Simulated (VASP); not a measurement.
A run of VASP 6.6.1:

INCAR

```
PREC = Accurate
ENCUT = 600
EDIFF = 1E-6
ISMEAR = 0
SIGMA = 0.03
LREAL = False
LASPH = True
NELM = 80
ALGO = Normal
ISIF = 3
LWAVE = False
LCHARG = False
GGA = PS
IBRION = 2
NSW = 90
EDIFFG = -0.01
KPAR = 2
```

KPOINTS

```
regular mesh
0
Gamma
  4 8 6
```

POSCAR

```
SnS
1.0
   11.2000000000      0.0000000000      0.0000000000
    0.0000000000      3.9870000000      0.0000000000
    0.0000000000      0.0000000000      4.3340000000
Sn S
4 4
Direct
    0.1194000000      0.2500000000      0.1198000000
    0.3806000000      0.7500000000      0.6198000000
    0.6194000000      0.2500000000      0.3802000000
    0.8806000000      0.7500000000      0.8802000000
    0.8508000000      0.2500000000      0.4793000000
    0.6492000000      0.7500000000      0.9793000000
    0.3508000000      0.2500000000      0.0207000000
    0.1492000000      0.7500000000      0.5207000000
```

Potentials or basis: VASP PAW PBE potentials, release 64 (Sn_d, S).

Run with:

```bash
$ cat potpaw_PBE.64/Sn_d/POTCAR potpaw_PBE.64/S/POTCAR > POTCAR
$ mpirun -np 2 vasp_std > vasp.out
```

Hardware: 2 MPI ranks on Intel(R) Xeon(R) Platinum 8488C (Sapphire Rapids), with other jobs on the host.

Q: Estimate the wall time of this run.

A: It took 30 min on 2 MPI ranks on Intel(R) Xeon(R) Platinum 8488C (Sapphire Rapids) (shared host), peak memory 0.65 GiB a rank. Counts: scf iterations 112, k points 60, ion steps 17.
